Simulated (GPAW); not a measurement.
Crystal: HfO2.

```xyz
6
Lattice="3.5580 0.0000 0.0000 0.0000 3.5580 0.0000 0.0000 0.0000 5.1719" Properties=species:S:1:pos:R:3 pbc="T T T"
Hf    0.0000    0.0000    0.0000
Hf    1.7790    1.7790    2.5859
O     0.0000    1.7790    1.0199
O     1.7790    0.0000    1.5660
O     1.7790    0.0000    4.1519
O     0.0000    1.7790    3.6059
```

Measurements of this composition are mostly on another form, of space group No. 14.

Base run:

```yaml
Program: GPAW 26.7.0
Functional: LDA
Potentials_or_basis: the program's PAW data sets (release 1.2.1) made for this functional
Cutoff: 800 eV
Basis: pw
k_mesh: 7 × 7 × 5
Occupations: fermi-dirac, width 0.05 eV
Spin: no spin polarisation
```

Its results: band gap on the k mesh 4.56 eV, indirect (least direct gap 4.63 eV); pressure -5.5 GPa; largest force 0.054 eV/Å.

Q: The run is repeated on the same cell with these changes: functional from LDA to revPBE. What comes out?

A: Band gap on the k mesh 4.80 eV, indirect (least direct gap 4.87 eV); pressure 14.9 GPa; largest force 0.323 eV/Å.

revPBE binds less tightly than LDA, so the same cell stands under more pressure.

Caveats: spin-orbit coupling is left out, which moves the levels of the heavy elements; an odd mesh through Γ misses points on the zone boundary, where band edges often lie.
